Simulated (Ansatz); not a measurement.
**Barrier of one jump, H in Ti**

Level of theory: Ansatz 0.2.0, DFT PBE, scalar-relativistic, plane waves, PAW. (420 eV cutoff, 4×4×4 k-mesh, shifted by half a step, Gaussian smearing of 0.10 eV, no spin polarisation)

In a supercell of 18 host sites, interstitial H hops to an equivalent place, moving 0.65 Å between the relaxed ends. Climbing-image nudged elastic band at fixed cell with images 0 (start) to 6 (end), the path measured over all atoms, converged to 0.05 eV/Å; the order of the saddle wasn't checked, and the small cell leaves errors of about a tenth of an eV. Zero-point motion and tunnelling, which matter for H, are left out.

Start:

```
CELL_PARAMETERS angstrom
-2.28977 3.96599 -5.66435
4.57954 0.00000 -5.66435
-2.28977 -3.96599 -5.66435
ATOMIC_POSITIONS crystal
Ti 0.16483 0.16782 0.16783
Ti 0.99082 0.00432 0.00433
Ti 0.83097 0.83362 0.83363
Ti 0.68116 0.65949 0.65950
Ti 0.50018 0.50043 0.50043
Ti 0.33497 0.33248 0.33249
Ti 0.08319 0.75150 0.41741
Ti 0.91562 0.58296 0.24938
Ti 0.75057 0.41679 0.08321
Ti 0.58348 0.24952 0.91574
Ti 0.41750 0.08744 0.74818
Ti 0.24945 0.91834 0.57917
Ti 0.75058 0.08321 0.41679
Ti 0.58348 0.91574 0.24952
Ti 0.41749 0.74819 0.08744
Ti 0.24945 0.57917 0.91834
Ti 0.08319 0.41741 0.75150
Ti 0.91561 0.24937 0.58297
H 0.28588 0.85708 0.85708
```

Atom 19 jumps to (0.982, -1.701, -11.329) Å.

**Question.** Give the energy along the band and the structure at its top.

**Answer.**
| image | path (Å) | E − E(0) (eV) | H x (Å) | H y (Å) | H z (Å) | force on H (eV/Å) |
| --- | --- | --- | --- | --- | --- | --- |
| 0 | 0.00 | 0.000 | 1.308 | -2.265 | -11.329 | 0.00 |
| 1 | 0.11 | 0.006 | 1.254 | -2.173 | -11.329 | 0.09 |
| 2 | 0.22 | 0.016 | 1.200 | -2.078 | -11.329 | 0.08 |
| 3 | 0.33 | 0.021 | 1.145 | -1.983 | -11.329 | 0.00 |
| 4 | 0.43 | 0.016 | 1.090 | -1.888 | -11.329 | 0.08 |
| 5 | 0.54 | 0.006 | 1.035 | -1.793 | -11.328 | 0.09 |
| 6 | 0.65 | 0.000 | 0.982 | -1.701 | -11.329 | 0.00 |

Barrier 0.02 eV. Image 3:
```
CELL_PARAMETERS angstrom
-2.28977 3.96599 -5.66435
4.57954 0.00000 -5.66435
-2.28977 -3.96599 -5.66435
ATOMIC_POSITIONS crystal
Ti 0.16592 0.16678 0.16678
Ti 0.99161 0.00400 0.00400
Ti 0.83333 0.83333 0.83333
Ti 0.67505 0.66267 0.66267
Ti 0.50074 0.49988 0.49988
Ti 0.33333 0.33333 0.33333
Ti 0.08258 0.75081 0.41711
Ti 0.91550 0.58316 0.24997
Ti 0.75117 0.41670 0.08351
Ti 0.58409 0.24955 0.91586
Ti 0.41811 0.08884 0.74814
Ti 0.24855 0.91852 0.57783
Ti 0.75117 0.08351 0.41670
Ti 0.58409 0.91586 0.24955
Ti 0.41811 0.74814 0.08884
Ti 0.24855 0.57783 0.91852
Ti 0.08258 0.41711 0.75081
Ti 0.91550 0.24997 0.58316
H 0.33333 0.83333 0.83333
```